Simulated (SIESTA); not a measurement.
The system is Fe.

```
Fe
1.0
    -1.44300    1.44300    1.44300
     1.44300   -1.44300    1.44300
     1.44300    1.44300   -1.44300
Fe
1
Cartesian
  0.0000 0.0000 0.0000
```

Base run:

```yaml
Program: SIESTA 5.4.2
Functional: PBE
Potentials_or_basis: PseudoDojo 0.4 standard (PBE files)
Basis: TZDP (energy shift 0.003 Ry; two zetas on semicore shells)
Grid_cutoff: 800 Ry
Energy_shift: 0.003 Ry
k_mesh: 13 × 13 × 13
Occupations: fermi-dirac, width 0.05 eV
Spin: collinear spin, ferromagnetic start
Starting_moments: "[3.0] μB"
```

Its results: band gap on the k mesh none (metal or under the smearing width); pressure -5.3 GPa; net moment 2.45 μB per cell; site moments Fe +2.45 μB.

Task: The run is repeated on the same cell with these changes: potentials or basis from PseudoDojo 0.4 standard (PBE files) to SG15 1.2 (PBE files) or PseudoDojo by element; basis from TZDP (energy shift 0.003 Ry; two zetas on semicore shells) to DZP (energy shift 0.003 Ry; two zetas on semicore shells). What comes out?

Result: Band gap on the k mesh none (metal or under the smearing width); pressure -6.4 GPa; net moment 2.39 μB per cell; site moments Fe +2.39 μB.

Caveats: the basis of atomic orbitals isn't converged, which shifts pressures, moduli and gaps; short orbitals over semicore shells can move pressures by several GPa (some runs).
